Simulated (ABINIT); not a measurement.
The system is Nb.

```
Nb
1.0
    -1.66395    1.66395    1.66395
     1.66395   -1.66395    1.66395
     1.66395    1.66395   -1.66395
Nb
1
Direct
  0.00000 0.00000 0.00000
```

Base run:

```yaml
Program: ABINIT 10.8.3 (patched build)
Functional: BLYP
Potentials_or_basis: JTH PAW PBE v2.0
Cutoff: 517 eV
k_mesh: 11 × 11 × 11
Occupations: fermi-dirac, width 0.05 eV
Spin: no spin polarisation
```

Its results: band gap on the k mesh none (metal or under the smearing width); pressure 3.8 GPa.

Q: The run is repeated on the same cell with these changes: functional from BLYP to RPBE. What comes out?

A: Band gap on the k mesh none (metal or under the smearing width); pressure 0.5 GPa.

Caveats: the PAW data sets were made with another functional, which shifts forces and pressure a little.
